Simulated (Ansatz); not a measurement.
Runs of Ansatz 0.2.0 on Si. The structure is cubic, space group Fd-3m (No. 227). Conventional cell: a = 5.444 Å, b = 5.444 Å, c = 5.444 Å, α = 90.00°, β = 90.00°, γ = 90.00°. Around Si (site symmetry -43m) lie 4 Si at 2.36 Å. 

| task | level | k mesh | smearing | atoms under strain | gap on the mesh (eV) | pressure (GPa) |
| --- | --- | --- | --- | --- | --- | --- |
| single point | PBE | 8 × 8 × 8 | gaussian 0.05 eV | - | 0.63 | 1.3 |
| single point | PBEsol | 8 × 8 × 8 | gaussian 0.1 eV | - | 0.52 | (a) |
| Born charges and dielectric tensor | PBEsol | 8 × 8 × 8 | fixed | - | 0.52 | - |
| phonons | LDA | 6 × 6 × 6 | fixed | - | 0.61 | - |
| elastic constants | LDA | 6 × 6 × 6 | fixed | relaxed | 0.61 | -2.1 |

Alike in all rows: potentials or basis Ansatz PAW; no spin polarisation; cell as given; cutoff (eV) 420.

Fill in the values left out.

(a) -0.5.

Caveats: the PAW data sets come from PBE, with cores solved anew for the run's functional, which leaves a small shift of forces and pressure (some runs); the gap is small at this level, which inflates the dielectric constant (some runs).

A k mesh can miss the band edges.
